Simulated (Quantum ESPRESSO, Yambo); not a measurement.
Planning a run of Yambo 5.3.0 on MgO (Fm-3m). The input:

```
HF_and_locXC
gw0
dyson
ppa
em1d
rim_cut
RandQpts= 1000000
RandGvec= 1 RL
EXXRLvcs= 76 Ry
VXCRLvcs= 304 Ry
Chimod= "HARTREE"
% BndsRnXp
 1 | 63 |
%
NGsBlkXp= 13 Ry
% LongDrXp
 1 | 1 | 1 |
%
% GbndRnge
 1 | 63 |
%
DysSolver= "n"
ExtendOut
PPAPntXp= 27.21138 eV
% QPkrange
 1 | 1 | 7 | 10 |
%
```

```sh
OMP_NUM_THREADS=1 mpirun -n 8 yambo -F gw3.in -J gw3 -C gw3 > gw3.log
```

The stored states that it reads are on a 6×6×6 mesh. It takes space group Fm-3m (No. 225, cubic). The conventional cell has a = 4.194 Å, b = 4.194 Å, c = 4.194 Å, α = 90.00°, β = 90.00°, γ = 90.00°. Nearest to Mg lie 6 O at 2.10 Å. Nearest to O lie 6 Mg at 2.10 Å. Farther neighbours and most contacts between anions are not listed.

Question: Estimate wall time and host memory on 8 MPI ranks of AMD EPYC 7R43, shared host.

It took 40 s; on shared hardware allow 20 s to 80 s. Peak host memory was 2.5 GiB.

The screening grows as filled bands × empty bands × pairs of k points, times the square of the screening basis for the matrix.

[Paths, hosts, dates, memory and timing lines, banners, echoed tables and standing remarks are left out of the program output.]

[Logs are printed without paths, hosts, clocks, repeated set-up lines and the standing remarks that a program may print on its own settings, such as how far it seeks lower states.]

[Runs of the session that timed out or met a known fault of the program may be left out.]

[Hosts, paths, dates, database ids (printed as entryN), source tags and the programs' standing remarks are cut or masked in the printed files.]
